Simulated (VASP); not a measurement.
Set up this calculation in VASP 6.6.1, as the native input.

```
Task                   : relaxation of cell and atoms
Functional             : r2SCAN
Potentials or basis    : VASP PAW PBE potentials, release 64 (Na_pv, H)
Cutoff                 : 600 eV
k mesh                 : 8 × 8 × 8
Occupations            : gaussian, width 0.02 eV
Spin                   : no spin polarisation
Further INCAR settings : ALGO = Normal; EDIFF = 1e-07; IBRION = 2; EDIFFG = -0.005; NSW = 90; ISIF = 3
```

The structure of NaH lies in POSCAR:

```
NaH
1.0
    0.0000000000      2.3864216700      2.3864216700
    2.3864216700      0.0000000000      2.3864216700
    2.3864216700      2.3864216700      0.0000000000
Na H
1 1
Direct
    0.0000000000      0.0000000000      0.0000000000
    0.5000000000      0.5000000000      0.5000000000
```

The cell is a database's computed one.

These files were run (other wordings do the same):

INCAR

```
SYSTEM = NaH
PREC = Accurate
ENCUT = 600
EDIFF = 1E-7
ISMEAR = 0
SIGMA = 0.02
LREAL = .FALSE.
LASPH = .TRUE.
NELM = 60
ALGO = Normal
ISIF = 3
LWAVE = .FALSE.
LCHARG = .FALSE.
METAGGA = R2SCAN
LMIXTAU = .TRUE.
IBRION = 2
NSW = 90
EDIFFG = -0.005
```

KPOINTS

```
regular mesh
0
G
  8 8 8
  0 0 0
```

Potentials or basis: VASP PAW PBE potentials, release 64 (Na_pv, H).

Command:

```bash
$ cat potpaw_PBE.64/Na_pv/POTCAR potpaw_PBE.64/H/POTCAR > POTCAR
$ mpirun -np 1 vasp_std > vasp.out
```

Results of the run:

| Property | Result |
| --- | --- |
| Relaxed volume | 13.60 Å³/atom |
| Relaxed cell | a = 3.376 Å, b = 3.376 Å, c = 3.376 Å, α = 60.00°, β = 60.00°, γ = 60.00° |
| Space group after relaxing (to 0.05 Å) | Fm-3m (No. 225) |
| Energy gained by relaxing | 0.0 meV/atom |
| Ionic steps | 2 |
| Pressure after relaxing | 0.0 GPa |
| Band gap on the k mesh | 4.44 eV, indirect (least direct gap 5.28 eV) |

Caveat: the PAW data sets were made with another functional, which shifts forces and pressure a little.

Wall time 34 s on 1 thread of Intel(R) Xeon(R) 6975P-C (Granite Rapids), on a shared host, peak memory 0.15 GiB.
